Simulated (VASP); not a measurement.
SnO: single point with PBE

The system is SnO.

```
Sn O
1.0
     3.81370    0.00000    0.00000
     0.00000    3.81370    0.00000
     0.00000    0.00000    4.88691
Sn O
2 2
Cartesian
  1.9068 0.0000 3.7367
  0.0000 1.9068 1.1503
  0.0000 0.0000 0.0000
  1.9068 1.9068 0.0000
```

The cell is a database's computed one.

- Program: VASP 6.6.1
- Task: single point
- Functional: PBE
- Potentials or basis: VASP PAW PBE potentials, release 64 (Sn_d, O)
- Cutoff: 520 eV
- k mesh: 7 × 7 × 6
- Occupations: gaussian, width 0.02 eV
- Spin: no spin polarisation
- Further INCAR settings: ALGO = Fast; EDIFF = 1.00e-06; NBANDS = 28

The pressure is 3.8 GPa and the largest force is 0.455 eV/Å. The band gap on the k mesh is 0.38 eV, indirect (least direct gap 2.05 eV).

Forces in eV/Å, atoms in the order of the input:
```
Sn   0.000  0.000 -0.455
Sn   0.000  0.000  0.455
O    0.000  0.000  0.000
O    0.000  0.000  0.000
```

Stress tensor (GPa, compression positive):
```
4.12 0.00 0.00
0.00 4.12 0.00
0.00 0.00 3.21
```

Levels at points of the mesh, in eV from the valence-band top:
```
           k point  band 18  band 19  band 20  band 21  band 22  band 23
(0.00, 0.00, 0.00)    -3.18    -3.18     0.00     2.05     4.27     4.74
(0.00, 0.00, 0.50)    -3.19    -3.19    -2.21     1.68     3.03     3.03
```

Wall time 2.5 min on 1 thread of AMD EPYC 7571 (shared host), peak memory 0.17 GiB.

Caveat: spin-orbit coupling is left out, which moves the levels of the heavy elements; an odd mesh through Γ misses points on the zone boundary, where band edges often lie.
